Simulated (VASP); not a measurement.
# Si3Ge (I-42d) in VASP: band structure with PBE

Aim: the band structure of Si3Ge with PBE.

Program: VASP 6.6.1. These are calculated values, not measurements. Logs are shortened: lines on timing, memory, paths and dates and some standing lists are left out, and cuts for length are marked.

## (1) The structure

The structure is tetragonal, space group I-42d (No. 122). Conventional cell: a = 5.532 Å, b = 5.532 Å, c = 11.062 Å, α = 90.00°, β = 90.00°, γ = 90.00°. Around Si (site symmetry -4) lie 4 Si at 2.37 Å. Around Si (site symmetry 2) lie 2 Si at 2.37 Å and 2 Ge at 2.42 Å. Ge (site symmetry -4) is surrounded by 4 Si at 2.42 Å.

The cell was built by a generator and needn't be a form met in nature.

## (2) Band structure, PBE

File POSCAR:

```
Si3Ge
1.0
   -2.7657700000      2.7657700000      5.5308800000
    2.7657700000     -2.7657700000      5.5308800000
    2.7657700000      2.7657700000     -5.5308800000
Si Ge
6 2
Direct
    0.5000000000      0.5000000000      0.0000000000
    0.6168780000      0.6250000000      0.4918780000
    0.1331220000      0.1250000000      0.5081220000
    0.2500000000      0.7500000000      0.5000000000
    0.8750000000      0.3831220000      0.0081220000
    0.3750000000      0.8668780000      0.9918780000
    0.0000000000      0.0000000000      0.0000000000
    0.7500000000      0.2500000000      0.5000000000
```

File INCAR.step1:

```
SYSTEM = Si3Ge
  PREC = Accurate
  ENCUT = 520
  EDIFF = 1E-6
  ISMEAR = 0
  SIGMA = 0.1
  LREAL = .False.
  LASPH = .True.
  NELM = 60
  ALGO = Normal
  ISIF = 2
  LWAVE = .False.
  LCHARG = .True.
  GGA = PE
  NBANDS = 36
  KPAR = 4
```

File KPOINTS.step1:

```
regular mesh
0
Gamma
  8 8 8
  0 0 0
```

File INCAR.step2:

```
SYSTEM = Si3Ge
  PREC = Accurate
  ENCUT = 520
  EDIFF = 1E-6
  ISMEAR = 0
  SIGMA = 0.05
  LREAL = .False.
  LASPH = .True.
  NELM = 60
  ALGO = Normal
  ISIF = 2
  LWAVE = .False.
  LCHARG = .False.
  GGA = PE
  NBANDS = 36
  KPAR = 4
  ICHARG = 11
```

File KPOINTS.step2:

```
path GXYSGZS1NPY1Z,XP
10
line-mode
reciprocal
 0.0000000000  0.0000000000  0.0000000000  G
 0.5000000000 -0.5000000000  0.0000000000  X

 0.5000000000 -0.5000000000  0.0000000000  X
 0.5000000000 -0.5000000000  0.1250298343  Y

 0.5000000000 -0.5000000000  0.1250298343  Y
 0.3125149171 -0.3125149171  0.3125149171  S

 0.3125149171 -0.3125149171  0.3125149171  S
 0.0000000000  0.0000000000  0.0000000000  G

 0.0000000000  0.0000000000  0.0000000000  G
 0.5000000000  0.5000000000 -0.5000000000  Z

 0.5000000000  0.5000000000 -0.5000000000  Z
 0.6874850829  0.3125149171 -0.3125149171  S1

 0.6874850829  0.3125149171 -0.3125149171  S1
 0.5000000000  0.0000000000  0.0000000000  N

 0.5000000000  0.0000000000  0.0000000000  N
 0.7500000000 -0.2500000000 -0.2500000000  P

 0.7500000000 -0.2500000000 -0.2500000000  P
 0.8749701657  0.1250298343 -0.5000000000  Y1

 0.8749701657  0.1250298343 -0.5000000000  Y1
 0.5000000000  0.5000000000 -0.5000000000  Z

 0.5000000000 -0.5000000000  0.0000000000  X
 0.7500000000 -0.2500000000 -0.2500000000  P
```

Potentials or basis: VASP PAW PBE potentials, release 64 (Si, Ge_d).

On the command line:

```console
$ cat potpaw_PBE.64/Si/POTCAR potpaw_PBE.64/Ge_d/POTCAR > POTCAR
$ cp INCAR.step1 INCAR
$ cp KPOINTS.step1 KPOINTS
$ mpirun -np 4 vasp_std > vasp.out
$ cp INCAR.step2 INCAR
$ cp KPOINTS.step2 KPOINTS
$ mpirun -np 4 vasp_std > vasp.out
```

OUTCAR:

```text
SYSTEM = Si3Ge
   PREC = Accurate
   ENCUT = 520
   EDIFF = 1E-6
   ISMEAR = 0
   LREAL = .False.
   LASPH = .True.
   NELM = 60
   ISIF = 2
   GGA = PE
   ICHARG = 11

 ion  position               nearest neighbor table
   1  0.500  0.500  0.000-   2 2.37   3 2.37   5 2.37   6 2.37
   2  0.617  0.625  0.492-   1 2.37   4 2.37   7 2.42   8 2.42
   3  0.133  0.125  0.508-   1 2.37   4 2.37   8 2.42   7 2.42
   4  0.250  0.750  0.500-   2 2.37   3 2.37   5 2.37   6 2.37
   5  0.875  0.383  0.008-   1 2.37   4 2.37   7 2.42   8 2.42
   6  0.375  0.867  0.992-   1 2.37   4 2.37   8 2.42   7 2.42
   7  0.000  0.000  0.000-   2 2.42   5 2.42   6 2.42   3 2.42
   8  0.750  0.250  0.500-   6 2.42   2 2.42   3 2.42   5 2.42

  LATTYP: Found a body centered tetragonal cell.
 ALAT       =     5.5315400000
 C/A-ratio  =     1.9997613684

  Lattice vectors:

 A1 = (  -2.7657700000,   2.7657700000,   5.5308800000)
 A2 = (   2.7657700000,  -2.7657700000,   5.5308800000)
 A3 = (   2.7657700000,   2.7657700000,  -5.5308800000)

Analysis of symmetry for initial positions (statically):
=====================================================================
 Subroutine PRICEL returns:
 Original cell was already a primitive cell.

 Routine SETGRP: Setting up the symmetry group for a
 body centered tetragonal supercell.

 Subroutine GETGRP returns: Found  8 space group operations
 (whereof  4 operations were pure point group operations)
 out of a pool of 16 trial point group operations.

The static configuration has the point symmetry S_4 .
 The point group associated with its full space group is D_2d.

Analysis of symmetry for dynamics (positions and initial velocities):
=====================================================================
 Subroutine PRICEL returns:
 Original cell was already a primitive cell.

 Routine SETGRP: Setting up the symmetry group for a
 body centered tetragonal supercell.

 Subroutine GETGRP returns: Found  8 space group operations
 (whereof  4 operations were pure point group operations)
 out of a pool of 16 trial point group operations.

The dynamic configuration has the point symmetry S_4 .
 The point group associated with its full space group is D_2d.

 Subroutine INISYM returns: Found  8 space group operations
 (whereof  4 operations are pure point group operations),
 and found     1 'primitive' translations

----------------------------------------------------------------------------------------

                                     Primitive cell

  volume of cell :     169.2335

  direct lattice vectors                    reciprocal lattice vectors
    -2.765770000  2.765770000  5.530880000     0.000000000  0.180781482  0.090401527
     2.765770000 -2.765770000  5.530880000     0.180781482  0.000000000  0.090401527
     2.765770000  2.765770000 -5.530880000     0.180781482  0.180781482  0.000000000

  length of vectors
     6.774186369  6.774186369  6.774186369     0.202124666  0.202124666  0.255663624

  position of ions in fractional coordinates (direct lattice)
     0.500000000  0.500000000  0.000000000
     0.616878000  0.625000000  0.491878000
     0.133122000  0.125000000  0.508122000
     0.250000000  0.750000000  0.500000000
     0.875000000  0.383122000  0.008122000
     0.375000000  0.866878000  0.991878000
     0.000000000  0.000000000  0.000000000
     0.750000000  0.250000000  0.500000000

  ion indices of the primitive-cell ions
   primitive index   ion index
                 1           1
                 2           2
                 3           3
                 4           4
                 5           5
                 6           6
                 7           7
                 8           8

----------------------------------------------------------------------------------------

 KPOINTS: path GXYSGZS1NPY1Z,XP

Interpolating k-points between supplied coordinates.

 Line segments in fractional coordinates (reciprocal lattice):
    0.000000  0.000000  0.000000  ...  0.500000 -0.500000  0.000000
    0.500000 -0.500000  0.000000  ...  0.500000 -0.500000  0.125030
    0.500000 -0.500000  0.125030  ...  0.312515 -0.312515  0.312515
    0.312515 -0.312515  0.312515  ...  0.000000  0.000000  0.000000
    0.000000  0.000000  0.000000  ...  0.500000  0.500000 -0.500000
    0.500000  0.500000 -0.500000  ...  0.687485  0.312515 -0.312515
    0.687485  0.312515 -0.312515  ...  0.500000  0.000000  0.000000
    0.500000  0.000000  0.000000  ...  0.750000 -0.250000 -0.250000
    0.750000 -0.250000 -0.250000  ...  0.874970  0.125030 -0.500000
    0.874970  0.125030 -0.500000  ...  0.500000  0.500000 -0.500000
    0.500000 -0.500000  0.000000  ...  0.750000 -0.250000 -0.250000

 Generated    10 points on each line segment, for a total of    110 k-points:

 Following reciprocal coordinates:
            Coordinates               Weight
  0.000000  0.000000  0.000000      0.009091
  0.055556 -0.055556  0.000000      0.009091
  0.111111 -0.111111  0.000000      0.009091
  0.166667 -0.166667  0.000000      0.009091
  0.222222 -0.222222  0.000000      0.009091
  0.277778 -0.277778  0.000000      0.009091
[... 16 lines left out ...]
  0.458337 -0.458337  0.166693      0.009091
  0.437505 -0.437505  0.187525      0.009091
 [... further k-points ...]
   k-points           NKPTS =    110   k-points in BZ     NKDIM =    110   number of bands    NBANDS=     36
   number of dos      NEDOS =    301   number of ions     NIONS =      8
   total plane-waves  NPLWV = 125000
   dimension x,y,z NGX =    50 NGY =   50 NGZ =   50
   dimension x,y,z NGXF=   100 NGYF=  100 NGZF=  100
   ions per type =               6   2
   NGX,Y,Z   is equivalent  to a cutoff of  12.27, 12.27, 12.27 a.u.
   NGXF,Y,Z  is equivalent  to a cutoff of  24.54, 24.54, 24.54 a.u.
 SYSTEM =  Si3Ge
   PREC   = accura    normal or accurate (medium, high low for compatibility)
   ISTART =      0    job   : 0-new  1-cont  2-samecut
   ICHARG =     11    charge: 1-file 2-atom 10-const
   ISPIN  =      1    spin polarized calculation?
   LNONCOLLINEAR =      F non collinear calculations
   LSORBIT =      F    spin-orbit coupling
   LASPH  =      T    aspherical Exc in radial PAW
   ENCUT  =  520.0 eV  38.22 Ry    6.18 a.u.  12.60 12.60 12.60*2*pi/ulx,y,z
   NELM   =     60;   NELMIN=  2; NELMDL=  0     # of ELM steps
   EDIFF  = 0.1E-05   stopping-criterion for ELM
   LREAL  =      F    real-space projection
   EDIFFG = 0.1E-04   stopping-criterion for IOM
   NSW    =      0    number of steps for IOM
   IBRION =     -1    ionic relax: 0-MD 1-quasi-New 2-CG
   NFREE  =      0    steps in history (QN), initial steepest desc. (CG)
   ISIF   =      2    stress and relaxation
   ISYM   =      2    0-nonsym 1-usesym 2-fastsym
   POTIM  = 0.5000    time-step for ionic-motion
   TEBEG  =    0.0;   TEEND  =   0.0 temperature during run
   PSTRESS=    0.0 pullay stress
   NELECT =      52.0000    total number of electrons
   NUPDOWN=      -1.0000    fix difference up-down
   EMIN   =  10.00;   EMAX   =-10.00  energy-range for DOS
   EFERMI =   0.00;   METHOD = LEGACY
   ISMEAR =     0;   SIGMA  =   0.05  broadening in eV -4-tet -1-fermi 0-gaus
   EFERMI_NEDOS =   21; number of points for ismear=-14 and -15
   IALGO  =     38    algorithm
   IMIX   =      4    mixing-type and parameters
     AMIX     =   0.40;   BMIX     =  1.00
     AMIX_MAG =   1.60;   BMIX_MAG =  1.00
  volume/ion in A,a.u.               =      21.15       142.76
  Fermi-wavevector in a.u.,A,eV,Ry     =   1.104707  2.087594 16.604249  1.220378
  Thomas-Fermi vector in A             =   2.241184
   LORBIT       =      0    0 simple, 1 ext, 2 COOP (PROOUT), +10 PAW based schemes
   GGA     = PE    functional components
   LHFCALC =     F    Hartree Fock is set to
   AEXX    =    0.0000 exact exchange contribution
   IVDW    =     0    specifies the selected vdW correction
   LEPSILON=     F    determine dielectric tensor
   LRPA    =     F    only Hartree local field effects (RPA)
 non-spin polarized calculation
 Gauss-broadening in eV      SIGMA  =   0.05
  energy-cutoff  :      520.00
  volume of cell :      169.23
 maximum number of plane-waves:      4591

 number of electron      52.0000006 magnetization

 Free energy of the ion-electron system (eV)
  ---------------------------------------------------
  ext. energy  EPLUGINS =         0.00000000
  ---------------------------------------------------
  free energy    TOTEN  =       -40.24876121 eV

  energy without entropy =      -40.24876121  energy(sigma->0) =      -40.24876121

 E-fermi :   5.6537     XC(G=0):  -9.4602

 val. band max:        5.3595072773   @ k =   0.0000   0.0000   0.0000
 cond. band min:       5.9476900747   @ k =   0.1667   0.1667  -0.1667
 fundamental gap:      0.5881827974
 Fermi energy:         5.6537071223

 k-point     1 :       0.0000    0.0000    0.0000
  band No.  band energies     occupation
      1     -18.8583      2.00000
      2     -18.8583      2.00000
      3     -18.8569      2.00000
      4     -18.8535      2.00000
      5     -18.8516      2.00000
      6     -18.8516      2.00000
[... 28 lines left out ...]
     35       9.8058      0.00000
     36       9.8121      0.00000

 k-point     2 :       0.0556   -0.0556    0.0000
  band No.  band energies     occupation
      1     -18.8583      2.00000
      2     -18.8582      2.00000
      3     -18.8569      2.00000
      4     -18.8535      2.00000
      5     -18.8516      2.00000
      6     -18.8516      2.00000
[... 28 lines left out ...]
     35       9.5495      0.00000
     36       9.5981      0.00000

 k-point     3 :       0.1111   -0.1111    0.0000
  band No.  band energies     occupation
      1     -18.8582      2.00000
      2     -18.8582      2.00000
      3     -18.8568      2.00000
      4     -18.8536      2.00000
      5     -18.8518      2.00000
      6     -18.8517      2.00000
[... 28 lines left out ...]
     35       9.1807      0.00000
     36       9.2167      0.00000
[... 742 lines left out ...]
 k-point    23 :       0.4583   -0.4583    0.1667
  band No.  band energies     occupation
      1     -18.8582      2.00000
      2     -18.8576      2.00000
      3     -18.8552      2.00000
      4     -18.8552      2.00000
      5     -18.8526      2.00000
      6     -18.8520      2.00000
[... 28 lines left out ...]
     35       9.3489      0.00000
     36       9.5081      0.00000

 k-point    24 :       0.4375   -0.4375    0.1875
  band No.  band energies     occupation
      1     -18.8584      2.00000
      2     -18.8576      2.00000
      3     -18.8552      2.00000
      4     -18.8552      2.00000
      5     -18.8526      2.00000
      6     -18.8516      2.00000
[... 28 lines left out ...]
     35       9.4455      0.00000
     36       9.5342      0.00000

 [... further k-points ...]

------------------------ aborting loop because EDIFF is reached ----------------------------------------

  FORCE on cell =-STRESS in cart. coord.  units (eV):
  Direction    XX          YY          ZZ          XY          YZ          ZX
  --------------------------------------------------------------------------------------
  -------------------------------------------------------------------------------------
  Total        2.5246391      2.5246391      2.5881940      0.0000000     -0.0000000      0.0000000
  in kB       23.9014105     23.9014105     24.5031012      0.0000000     -0.0000000      0.0000000
  external PRESSURE =      24.1019741 kB  Pullay stress =       0.0000000 kB

 VOLUME and BASIS-vectors are now :
 -----------------------------------------------------------------------------
  energy-cutoff  :      520.00
  volume of cell :      169.23
      direct lattice vectors                 reciprocal lattice vectors
    -2.765770000  2.765770000  5.530880000     0.000000000  0.180781482  0.090401527
     2.765770000 -2.765770000  5.530880000     0.180781482  0.000000000  0.090401527
     2.765770000  2.765770000 -5.530880000     0.180781482  0.180781482  0.000000000

 POSITION                                       TOTAL-FORCE (eV/Angst)
 -----------------------------------------------------------------------------------
      0.00000      0.00000      5.53088         0.000000      0.000000      0.000000
      1.38288      1.33796      4.14816         0.000000      0.024325      0.000000
      1.38288      1.42781     -1.38272         0.000000     -0.024325      0.000000
      2.76577      0.00000      2.76544         0.000000      0.000000      0.000000
     -1.33796      1.38288      6.91360        -0.024325      0.000000      0.000000
      4.10373      1.38288      1.38272         0.024325      0.000000      0.000000
      0.00000      0.00000      0.00000         0.000000      0.000000      0.000000
      0.00000      2.76577      2.76544         0.000000     -0.000000     -0.000000
 -----------------------------------------------------------------------------------
    total drift:                               -0.000009     -0.000009     -0.000005

  FREE ENERGIE OF THE ION-ELECTRON SYSTEM (eV)
  ---------------------------------------------------
  free  energy   TOTEN  =       -40.2487612079 eV

  energy  without entropy=      -40.2487612079  energy(sigma->0) =      -40.24876121
```

Run time: 2.6 min. Hardware: 4 MPI ranks of Intel Xeon 6975P-C (Granite Rapids), shared host; peak memory 0.66 GiB.

What came out:

```
Band gap on the k mesh  : 0.60 eV, indirect (least direct gap 0.67 eV)
Band gap along the path : 0.59 eV, indirect (least direct gap 0.67 eV)
```

Levels at the corners of the path, in eV from the valence-band top:
| point | band 24 | band 25 | band 26 | band 27 | band 28 | band 29 |
| --- | --- | --- | --- | --- | --- | --- |
| Γ | 0.00 | 0.00 | 0.00 | 0.67 | 0.86 | 2.23 |
| X | -1.22 | -1.18 | -1.18 | 1.09 | 1.09 | 2.38 |
| X | -1.22 | -1.18 | -1.18 | 1.09 | 1.09 | 2.38 |
| Y | -1.48 | -1.34 | -1.34 | 1.54 | 1.54 | 3.24 |
| Y | -1.48 | -1.34 | -1.34 | 1.54 | 1.54 | 3.24 |
| S | -2.29 | -1.24 | -1.23 | 0.82 | 2.23 | 2.85 |
| S | -2.29 | -1.24 | -1.23 | 0.82 | 2.23 | 2.85 |
| Γ | 0.00 | 0.00 | 0.00 | 0.67 | 0.86 | 2.23 |
| Γ | 0.00 | 0.00 | 0.00 | 0.67 | 0.86 | 2.23 |
| Z | -1.88 | -1.86 | -1.86 | 0.64 | 0.64 | 0.86 |
| Z | -1.88 | -1.86 | -1.86 | 0.64 | 0.64 | 0.86 |
| S1 | -2.29 | -1.24 | -1.23 | 0.82 | 2.23 | 2.85 |
| S1 | -2.29 | -1.24 | -1.23 | 0.82 | 2.23 | 2.85 |
| N | -2.50 | -1.52 | -1.36 | 2.34 | 2.45 | 2.72 |
| N | -2.50 | -1.52 | -1.36 | 2.34 | 2.45 | 2.72 |
| P | -1.30 | -1.26 | -1.26 | 1.85 | 1.85 | 2.33 |
| P | -1.30 | -1.26 | -1.26 | 1.85 | 1.85 | 2.33 |
| Y1 | -1.48 | -1.34 | -1.34 | 1.54 | 1.54 | 3.24 |
| Y1 | -1.48 | -1.34 | -1.34 | 1.54 | 1.54 | 3.24 |
| Z | -1.88 | -1.86 | -1.86 | 0.64 | 0.64 | 0.86 |
| X | -1.22 | -1.18 | -1.18 | 1.09 | 1.09 | 2.38 |
| P | -1.30 | -1.26 | -1.26 | 1.85 | 1.85 | 2.33 |

Caveat: the log is that of the step along the path at fixed density, whose energy, stress, charges and moments have no meaning.
